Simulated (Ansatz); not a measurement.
Crystal: MgTe.

```
CELL_PARAMETERS angstrom
4.57074 0.00000 0.00000
2.28537 3.95837 0.00000
2.28537 1.31946 3.73199
ATOMIC_POSITIONS crystal
Te 0.25000 0.25000 0.25000
Mg 0.00000 0.00000 0.00000
```

The cell comes from a database or a generator and needn't be the stable form of this composition.

- Program: Ansatz 0.2.0
- Task: relaxation of cell and atoms
- Functional: exchange-only PBE
- Potentials or basis: Ansatz PAW
- Cutoff: 420 eV
- Density cutoff: 1680 eV
- k mesh: 7 × 7 × 7
- Occupations: fixed
- Spin: no spin polarisation

At the start: volume 33.76 Å³/atom.

Task: Where does the relaxation end?

Result: Over 4 steps the energy falls by 71.8 meV/atom and the volume is 39.01 Å³/atom (+15.5 %); space group F-43m (No. 216, to 0.05 Å).

The path:
```tsv
step	energy change (eV)	largest force (eV/Å)	volume (Å³)
1	0.0000	0.0000	67.52
2	-0.1427	0.0000	77.89
3	-0.1427	0.0000	78.02
4	-0.1436	0.0000	78.02
```

Final structure:
```cif
data_structure
_symmetry_space_group_name_H-M 'P 1'
_symmetry_Int_Tables_number 1
_cell_length_a 4.7963
_cell_length_b 4.7963
_cell_length_c 4.7963
_cell_angle_alpha 60.000
_cell_angle_beta 60.000
_cell_angle_gamma 60.000
_cell_volume 78.02
loop_
_atom_site_label
_atom_site_type_symbol
_atom_site_fract_x
_atom_site_fract_y
_atom_site_fract_z
_atom_site_occupancy
Te1 Te 0.25000 0.25000 0.25000 1
Mg1 Mg 0.00000 0.00000 0.00000 1
```

Caveat: the potentials were made for another functional, which shifts forces and pressure; the volume moved by over 15 % at a fixed basis, so the end points are rough.
